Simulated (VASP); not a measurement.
Input of a VASP 6.6.1 run:

File INCAR:

```
PREC = Accurate
ENCUT = 520
EDIFF = 1E-6
ISMEAR = 1
SIGMA = 0.1
LREAL = False
LASPH = True
NELM = 60
ALGO = Normal
ISIF = 2
LWAVE = False
LCHARG = False
GGA = PS
ICORELEVEL = 1
```

Contents of KPOINTS:

```
Automatic mesh
0
Gamma
  12 12 12
```

Contents of POSCAR:

```
NbAs
1.0
   -1.7258500000      1.7258500000      5.8400000000
    1.7258500000     -1.7258500000      5.8400000000
    1.7258500000      1.7258500000     -5.8400000000
Nb As
2 2
Direct
    0.0000000000      0.0000000000      0.0000000000
    0.7500000000      0.2500000000      0.5000000000
    0.4160000000      0.4160000000      0.0000000000
    0.1660000000      0.6660000000      0.5000000000
```

Potentials or basis: VASP PAW PBE potentials, release 64 (Nb_sv, As).

Launch:

```bash
$ cat potpaw_PBE.64/Nb_sv/POTCAR potpaw_PBE.64/As/POTCAR > POTCAR
$ mpirun -np 1 vasp_std > vasp.out
```

Problem. Estimate the largest force.

Solution. 0.289 eV/Å.

Problem. What does it give for the pressure?

Solution. -2.2 GPa.

Problem. What does it give for the band gap on the k mesh?

Solution. None (metal or under the smearing width).

Forces on the atoms (eV/Å):
```
Nb   0.000  0.000 -0.289
Nb   0.000  0.000 -0.289
As   0.000  0.000  0.289
As   0.000  0.000  0.289
```

Caveat: the PAW data sets were made with another functional, which shifts forces and pressure a little.
